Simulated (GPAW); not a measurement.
Ti3Si:

```
Ti Si
1.0
     0.00000    3.14436    3.14436
     3.14436    0.00000    3.14436
     3.14436    3.14436    0.00000
Ti Si
3 1
Direct
  0.00000 0.00000 0.00000
  0.25000 0.25000 0.25000
  0.75000 0.75000 0.75000
  0.50000 0.50000 0.50000
```

The cell comes from a database or a generator and needn't be the stable form of this composition.

- Program: GPAW 26.7.0
- Task: relaxation of cell and atoms
- Functional: PBEsol
- Dispersion: D3(BJ)
- Potentials or basis: PAW data sets generated in the run's folder for this functional
- Cutoff: 600 eV
- Basis: pw
- k mesh: 7 × 7 × 7
- Occupations: fermi-dirac, width 0.05 eV
- Spin: no spin polarisation

At the start: pressure -11.2 GPa; volume 15.54 Å³/atom.

Q: Where does the relaxation end?

A: Over 4 steps the energy falls by 40.9 meV/atom and the volume is 14.31 Å³/atom (-8.0 %); space group Fm-3m (No. 225, to 0.05 Å).

The path:
| step | energy change (eV) | largest force (eV/Å) | pressure (GPa) | volume (Å³) |
| --- | --- | --- | --- | --- |
| 1 | 0.0000 | 0.0000 | -11.16 | 62.18 |
| 2 | -0.0442 | 0.0000 | -9.83 | 61.46 |
| 3 | -0.1608 | 0.0000 | 0.97 | 56.85 |
| 4 | -0.1636 | 0.0000 | -0.06 | 57.22 |

Final structure:
```
Ti Si
1.0
     0.00000    3.05855    3.05855
     3.05855    0.00000    3.05855
     3.05855    3.05855    0.00000
Ti Si
3 1
Direct
  0.00000 0.00000 0.00000
  0.25000 0.25000 0.25000
  0.75000 0.75000 0.75000
  0.50000 0.50000 0.50000
```

Caveat: later steps reuse the first step's grids; pairwise dispersion overbinds metals, which lowers pressure and volume.
